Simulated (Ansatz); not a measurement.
# Lattice dynamics of Te2Mo monolayer (2H)

Wanted: vibrations and spectra of Te2Mo monolayer (2H); the cell is already relaxed. After the zone centre comes a 6×6×1 q mesh on a 12×12×1 k mesh.

Program: Ansatz 0.2.0. Level of theory: DFT PBEsol, scalar-relativistic, plane waves, PAW. Results are calculated unless marked as measured.

### 1. The starting structure

The cell holds 3 atoms: 1 Mo and 2 Te. Cell: a = 3.491 Å, b = 3.491 Å, c = 31.000 Å, α = 90.0°, β = 90.0°, γ = 120.0°. Vacuum lies along c.

Structure file:

```cif
data_structure
_symmetry_space_group_name_H-M 'P 1'
_symmetry_Int_Tables_number 1
_cell_length_a 3.4910
_cell_length_b 3.4910
_cell_length_c 31.0000
_cell_angle_alpha 90.000
_cell_angle_beta 90.000
_cell_angle_gamma 120.000
_cell_volume 327.19
loop_
_atom_site_label
_atom_site_type_symbol
_atom_site_fract_x
_atom_site_fract_y
_atom_site_fract_z
_atom_site_occupancy
Mo1 Mo 0.33333 0.66667 0.32258 1
Te2 Te 0.66667 0.33333 0.38076 1
Te3 Te 0.66667 0.33333 0.26441 1
```

### 2. Linear response at the zone centre

The cell comes from relaxations at this level that are not shown. The zone centre comes first: it holds the modes that light can see, as far as symmetry allows. The response to a homogeneous field gives the Born charges and the dielectric tensor, and its change with displacement the Raman tensors.

The input, input.yaml:

```yaml
crystal:
  lattice:
    - [3.4910240159, 0.0, 0.0]
    - [-1.745512008, 3.023315483, 0.0]
    - [0.0, 0.0, 31.0]
  atoms:
    - { symbol: Mo, position: [0.3333333333, 0.6666666667, 0.3225806452] }
    - { symbol: Te, position: [0.6666666667, 0.3333333333, 0.3807550545] }
    - { symbol: Te, position: [0.6666666667, 0.3333333333, 0.2644062358] }
  periodic: [true, true, false]
kpoints:
  mp_grid: { grid: [12, 12, 1] }
hamiltonian:
  xc: pbesol
scf:
  occupations: { method: fixed }
output:
  eigenvalues: true
phonons:
  method: dfpt
  dielectric: true
  raman: true
```

Started as:

```console
ansatz run input.yaml --threads 8 --pin off --max-ram 14336MiB --backend cpu --events-out ev --progress --plain --runs-dir out
```

Numbers of over 12 decimals in the logs are rounded to 6 here.

What it wrote:

```text
Warning: phonons.dielectric: true without phonons.rigid_motions: the static dielectric tensor ε⁰ will be withheld (ε∞, Z* and the rows of modes are given); for a crystal or a slab, whose only rigid motions are the translations, set phonons.rigid_motions: translations
Warning: crystal.symmetry: narrowed to the stabiliser of the run's FFT grids — unitary ops 12 → 6. A phonons.method: dfpt run fills in the rows of the dynamical matrix that it does not solve by its symmetry operations, which is exact only for operations that map its FFT grids onto themselves: filled in by any other, the frequencies could depend on the order in which like atoms are typed, or, by more than the grids' own error, on where the crystal sits among the grids' points. Excluded: 6 operations. The run can therefore solve more perturbations, solve them on more k-points, or both, and cost more. [rest of the remark cut]
Engine: ansatz 0.2.0, aarch64-unknown-linux-gnu
Pseudopotentials: kind: paw
Pseudopotential: Mo, paw, valence charge 14, recommended cutoff 420 eV (normal), Mo.paw.azcp
Pseudopotential: Te, paw, valence charge 16, recommended cutoff 420 eV (normal), Te.paw.azcp
Functional definition: PBEsol
  exchange = pbesol_x
  correlation = pbesol_c
Crystal: 3 atoms, lattice volume = 327.188 Å³
Basis set: ecut = 420 eV, 6373 PW (Γ), exchange–correlation on 48×48×432 points (8 copies of the dense FFT grid, shifted against one another)
Bands: 28, of which v1, the nominal top of the filled ones, is band 23 counted from 1 (22 counted from 0)
Symmetry: 12 space group operations
k-points: 43 of 144 (irreducible under 2 space group operations, time reversal used)
Non-local potential: Mo, projectors of the file, l = 0: 3, l = 1: 2, l = 2: 2, l = 3: 1
Non-local potential: Te, projectors of the file, l = 0: 2, l = 1: 2, l = 2: 2, l = 3: 2
PAW form: soft (Blöchl's): semilocal exchange-correlation on the pseudo side does not see the compensation charge
PAW frozen core: Mo, regenerated for the run's functional, and the local potential with it (the file was generated under x = pbe(κ = 0.804, μ = 0.219515), c = pbe(β = 0.066725))
PAW frozen core: Te, regenerated for the run's functional, and the local potential with it (the file was generated under x = pbe(κ = 0.804, μ = 0.219515), c = pbe(β = 0.066725))
PAW one-centre angular grid: Mo, 590 points (default); XC on 64 Gauss nodes
PAW one-centre angular grid: Te, 590 points (default); XC on 64 Gauss nodes
Initial density: superposition of atomic densities (neutral atoms: chi_scale 0, normalization atom), corrected by the library's trained network
Initial wavefunctions: pseudopotential atomic-orbital guess
Functional: x = pbesol(κ = 0.804, μ = 0.123457), c = pbesol(β = 0.046)
SCF iter   1: F=—  HF=-18701.271972 eV  |F-HF|=—  |Δ(HF+E_count)|=         —  Δρ=2.72e-3  dr2=1.30e-2  ethr=1.77e-3  ⟨swp⟩=7.7  Hψ=5905  notcnv=0  defer=125
preconditioner: auto → Resta (q_TF=auto, 1.967 Å⁻¹)  ε∞=2.4  [insulator: Δε(μ)=1.232 eV  Ē_g=7.418 eV  n_scr=18 (ndim 8)  ℏωp=8.7 eV  f_vac=0.750  ε∞_Penn≈2.4  vacuum switching on, ρ_ref=4.0e-3 e/Å³]
SCF iter   2: F=—  HF=-18701.275068 eV  |F-HF|=—  |Δ(HF+E_count)|=   3.10e-3  Δρ=1.43e-3  dr2=7.30e-3  ethr=2.83e-5  ⟨swp⟩=4.0  Hψ=2988  notcnv=0  defer=129
SCF iter   3: F=—  HF=-18701.277458 eV  |F-HF|=—  |Δ(HF+E_count)|=   2.39e-3  Δρ=1.28e-3  dr2=1.46e-2  ethr=1.59e-5  ⟨swp⟩=4.7  Hψ=2452  notcnv=0  defer=129
SCF iter   4: F=—  HF=-18701.276387 eV  |F-HF|=—  |Δ(HF+E_count)|=   1.07e-3  Δρ=2.01e-4  dr2=8.65e-5  ethr=1.59e-5  ⟨swp⟩=3.2  Hψ=1741  notcnv=0  defer=129
SCF iter   5: F=—  HF=-18701.276426 eV  |F-HF|=—  |Δ(HF+E_count)|=   3.82e-5  Δρ=5.74e-5  dr2=1.02e-5  ethr=1.88e-7  ⟨swp⟩=4.1  Hψ=2938  notcnv=0  defer=129
SCF iter   6: F=—  HF=-18701.276427 eV  |F-HF|=—  |Δ(HF+E_count)|=   1.30e-6  Δρ=1.77e-5  dr2=1.20e-6  ethr=2.22e-8  ⟨swp⟩=3.0  Hψ=2424  notcnv=0  defer=125
SCF iter   7: F=—  HF=-18701.276513 eV  |F-HF|=—  |Δ(HF+E_count)|=   8.66e-5  Δρ=5.27e-6  dr2=1.56e-7  ethr=2.60e-9  ⟨swp⟩=3.2  Hψ=2136  notcnv=0  defer=126
SCF iter   8: F=—  HF=-18701.276514 eV  |F-HF|=—  |Δ(HF+E_count)|=   1.15e-7  Δρ=1.75e-6  dr2=9.65e-9  ethr=3.38e-10  ⟨swp⟩=3.7  Hψ=2830  notcnv=0  defer=126
SCF iter   9: F=—  HF=-18701.276514 eV  |F-HF|=—  |Δ(HF+E_count)|=   7.45e-9  Δρ=3.16e-7  dr2=3.29e-10  ethr=2.10e-11  ⟨swp⟩=3.4  Hψ=2238  notcnv=0  defer=126
SCF iter  10: F=-18701.276514 eV  HF=-18701.276514 eV  |F-HF|=1.02e-10  |Δ(HF+E_count)|=   1.34e-9  Δρ=5.99e-8  dr2=1.19e-11  ethr=1.00e-12  ⟨swp⟩=28.1  Hψ=13140  notcnv=0
SCF 1 converged in 10 iterations: F = -18701.276514 eV  dr2 = 1.19e-11
  greatest PAW one-centre occupation: 0.999 electrons in one spin orbital (limit 2), on the Mo atom at site 0 (counted from 0), in its partial waves of l = 0
DFPT response loops at Γ: preconditioner auto → none (the input reference at scf.mixing.eps_inf says where Resta's filter doesn't serve); β = 0.50; Broyden in place of MSR1
── the response to a field inside a basis, on 16×16×2 k-points: an SCF that follows is theirs, and a resumed run solves both again ──
Bands: 24, of which v1, the nominal top of the filled ones, is band 23 counted from 1 (22 counted from 0)
k-points: 136
Initial density: handed on by an earlier stage of this run
Initial wavefunctions: pseudopotential atomic-orbital guess (no wavefunctions were taken with the density)
Eigensolver: Dense (136 Hₖ)
SCF iter   1: F=—  HF=-18701.264304 eV  |F-HF|=—  |Δ(HF+E_count)|=         —  Δρ=6.38e-5  dr2=2.95e-6  ethr=1.00e-1
preconditioner: auto → Resta (q_TF=auto, 1.967 Å⁻¹)  ε∞=3.1  [insulator: Δε(μ)=1.210 eV  Ē_g=5.974 eV  n_scr=18 (ndim 8)  ℏωp=8.7 eV  f_vac=0.749  ε∞_Penn≈3.1  vacuum switching on, ρ_ref=2.6e-3 e/Å³]
SCF iter   2: F=—  HF=-18701.264307 eV  |F-HF|=—  |Δ(HF+E_count)|=   3.00e-6  Δρ=3.32e-5  dr2=8.49e-7  ethr=6.42e-9
SCF iter   3: F=—  HF=-18701.264308 eV  |F-HF|=—  |Δ(HF+E_count)|=   1.31e-6  Δρ=5.24e-6  dr2=2.86e-7  ethr=1.85e-9
SCF iter   4: F=—  HF=-18701.264308 eV  |F-HF|=—  |Δ(HF+E_count)|=   9.51e-9  Δρ=3.66e-6  dr2=1.34e-7  ethr=6.22e-10
SCF iter   5: F=—  HF=-18701.264308 eV  |F-HF|=—  |Δ(HF+E_count)|=   1.28e-8  Δρ=1.03e-6  dr2=9.01e-9  ethr=2.91e-10
SCF iter   6: F=—  HF=-18701.264308 eV  |F-HF|=—  |Δ(HF+E_count)|=  2.18e-11  Δρ=2.46e-7  dr2=5.30e-10  ethr=1.96e-11
SCF iter   7: F=-18701.264308 eV  HF=-18701.264308 eV  |F-HF|=2.91e-11  |Δ(HF+E_count)|=  3.64e-11  Δρ=2.87e-8  dr2=9.93e-12  ethr=1.15e-12
SCF 1 converged in 7 iterations: F = -18701.264308 eV  dr2 = 9.93e-12
DFPT response loops at Γ: mixed as the last ones told, above
DFPT response loops at Γ: mixed as the last ones told, above
SCF converged after 10 iterations
Free energy (F): -18701.276514 eV
Harris-Foulkes:  -18701.276514 eV  (|F-HF|=1.02e-10)
Internal energy: -18701.276514 eV  (E = F + TS)
E sigma→0 (E₀):  -18701.276514 eV
Fermi energy:    -4.926745 eV
--- Per-component energies (eV) ---
  E_band       = -1362.117894
  E_kinetic    = 805.811480
  E_local      = -110586.728877  (includes V_loc(G=0)·N_el)
  E_nonlocal   = -469.561025
  E_hartree    = 55116.830317
  E_xc         = -430.152551
  E_vxc        = -438.130164  (∫ρ·V_xc dr)
  E_paw        = -12314.378992  (= ΣΔE_a)
  E_vpaw       = -907.169299  (= ΣTr[D̂ρ^β])
  E_aug_tail   = -0.000309  (compensation charges beyond the density's cutoff)
  E_ewald      = 49175.944514
  E_core_change = 0.958930  (= ΣΔE_core)
  E_smearing   = -0.000000  (= −TS)
  E_closure    = -0.000000  (closes the sum)
  Σ components = -18701.276514   (vs F -18701.276514, Δ=0.00e0)
--- Band table (eV; the first three rows and the last of 43) ---
  k-point 0: bands = [... 19 lower, -6.5582, -5.7537, -5.7537, -5.4935, -1.6543 (-1.6543°), -1.6543 (-1.6543°), -1.3574, -1.3574, ... 1 higher]
  k-point 1: bands = [... 19 lower, -6.4739, -5.8862, -5.6811, -5.4943, -2.0780, -1.9605, -1.5804 (-1.5804°), -1.5729, ... 1 higher]
  k-point 2: bands = [... 19 lower, -6.2352, -6.2115, -5.7446, -5.5561, -2.8843, -2.6299, -2.0896, -1.3979, ... 1 higher]
  k-point 42: bands = [... 19 lower, -7.8848, -7.6450, -6.3611, -5.2370, -3.4403, -2.9933, -2.8426, -1.0978, ... 1 higher]
  ° read free of the cell's end (the report's vacuum.weakly_bound_levels)
--- Phonons (Γ-DFPT): 6 representative perturbations + reference, on 43 of 144 k-points (Σ response iterations 25) ---
  ASR residual: 2.682e-4 → 0.000e0 eV/Å²; symmetrization residual: 7.167e-5 eV/Å²
  The last average, over the group as it would stand without the narrowing to the FFT grids, took up to 1.428e-6 eV/Å² of the zone centre's force constants
  ASR residual per site (eV/Å²): 2.68e-4 1.87e-4 1.91e-4
  Γ frequencies (cm⁻¹): 0.00 0.00 0.00 118.18 118.18 173.33 238.21 238.21 295.28
  ε∞ (high-frequency dielectric tensor):
        5.146430    -0.000000     0.000000
       -0.000000     5.146430     0.000000
        0.000000     0.000000     1.202958
  α∞ (the layer's polarisability for a field applied outside it; Å, Gaussian; ε∞ is over the cell's 31.000 Å):
       10.228834    -0.000000     0.000000
       -0.000000    10.228834     0.000000
        0.000000     0.000000     0.500677
  ε⁰ (static dielectric tensor): not given — the deck does not say what the cell's rigid motions are, and on a molecule in a box or a wire the rigid rotations would enter the sum over the modes at Γ. For a crystal or a slab, whose only rigid motions are the translations, set phonons.rigid_motions: translations.
  Born effective charges Z* (e; rows j = field, columns β = displacement):
    site 0:
        -3.31264    0.00000    0.00000
         0.00000   -3.31264    0.00000
         0.00000    0.00000   -0.15901
    site 1:
         1.65632   -0.00000    0.00000
        -0.00000    1.65632    0.00000
         0.00000    0.00000    0.07950
    site 2:
         1.65632   -0.00000   -0.00000
        -0.00000    1.65632   -0.00000
        -0.00000   -0.00000    0.07950
  Z* charge neutrality: 1.594e-3 e pre-enforcement
  solved inside a basis spanned on kpoints, on 16×16×2 k-points transformed towards the longest dipole: ε∞ is read to err by 1.7e-2, Z* by 1.8e-2 e (field_mesh: kpoints solves on kpoints); Z* is corrected for what the basis lacks
  Raman tensors (in the event stream and the table raman_tensors.tsv): an entry may err by 2.8e-1 Å², one of the second-order susceptibility by 1.5e-1 pm/V (basis, points and sum rule); their sum over the sites missed zero by 3.267e-4 Å² ahead of its enforcement
  optical modes at Γ without the LO–TO term, one row a degenerate level:
      ω (cm⁻¹)  modes    IR ((D/Å)²/amu)  static Raman (Å⁴/amu)  depolarisation
        118.18      2             0.0000                 0.1284           0.750
        173.33      1             0.0000               454.6788           0.117
        238.21      2             7.2612                 0.7518           0.750
        295.28      1             0.0084                 0.0000               —
```

Wall time 8.3 min (8 threads of Arm Neoverse V2, shared host); peak memory 3.8 GiB.

This step gave:

```yaml
gap_on_the_k_mesh: 1.203 eV
sum_rule_residual_before_enforcement: 2.68e-4 eV/Å²
miss_of_the_charge_sum_rule: 0.001594 e
estimated_error_of_the_dielectric_tensor: 0.01658
estimated_error_of_the_born_charges: 0.01762 e
point_group: -6m2
area_per_atom: 3.518 Å²
highest_optical_mode_at_the_zone_centre_no_lo_to_term: 295.3 cm⁻¹
lowest_optical_zone_centre_mode: 118.2 cm⁻¹
largest_born_charge_third_of_the_trace: -2.261 e
```

Without the LO-TO term. Patterns of degenerate modes are one choice out of their space. Modes at Γ, with each element's share of the kinetic energy:

```csv
mode,frequency (cm⁻¹),symmetry,Mo %,Te %
1,0.0,acoustic,27,73
2,0.0,acoustic,27,73
3,0.0,acoustic,27,73
4,118.2,E'',0,100
5,118.2,E'',0,100
6,173.3,A1',0,100
7,238.2,E',73,27
8,238.2,E',73,27
9,295.3,A2'',73,27
```

Displacements in mode 4 (118.2 cm⁻¹), the largest set to 1:
```
Mo1  0.00  0.00  0.00
Te2  0.00 -1.00  0.00
Te3  0.00  1.00  0.00
```

Displacements in mode 6 (173.3 cm⁻¹), the largest set to 1:
```
Mo1  0.00  0.00  0.00
Te2  0.00  0.00  1.00
Te3  0.00  0.00 -1.00
```

High-frequency dielectric tensor, averaged over the cell of height 31.0 Å or as lengthened by the program, vacuum included. Tensor:

```csv
,x,y,z
x,5.146,0,0
y,0,5.146,0
z,0,0,1.203
```

Born charge (rows field, columns displacement) (e), principal values of the symmetric part by kind of site:

```csv
atom,atoms with these values,low,middle,high,mean
Mo1,1,-3.31,-3.31,-0.16,-2.26
Te2,2,0.08,1.66,1.66,1.13
```

In full for Te2:

```
1.66 0.00 0.00
0.00 1.66 0.00
0.00 0.00 0.08
```

Transverse modes. Infrared lines, with heights relative to the strongest:

```csv
position (cm⁻¹),label,relative intensity
118,E'',0.0
173,A1',0.0
238,E',100
295,A2'',0.1
```

Activity x (w_L - w)^4 (n + 1)/w, 532 nm, 300 K; the tensors are static ones, while 532 nm light lies above the computed direct gap, where resonance would change the heights. Lines of the Raman spectrum (strongest = 100):

```csv
position (cm⁻¹),label,relative intensity
118,E'',0.1
173,A1',100
238,E',0.1
295,A2'',0.0
```

Before it was imposed, the acoustic sum rule was missed by 2.7e-4 eV/Å² and the charge sum rule by 0.0016 e. Small misses are needed for a sound result but don't prove that mesh and cutoff are converged. The lowest optical mode is real, 118 cm⁻¹.

(Continued in part 2 of 2.)

[Logs are printed without paths, hosts, clocks, repeated set-up lines and the standing remarks that a program may print on its own settings, such as how far it seeks lower states.]

[Hosts, paths, dates, database ids (printed as entryN), source tags and the programs' standing remarks are cut or masked in the printed files.]
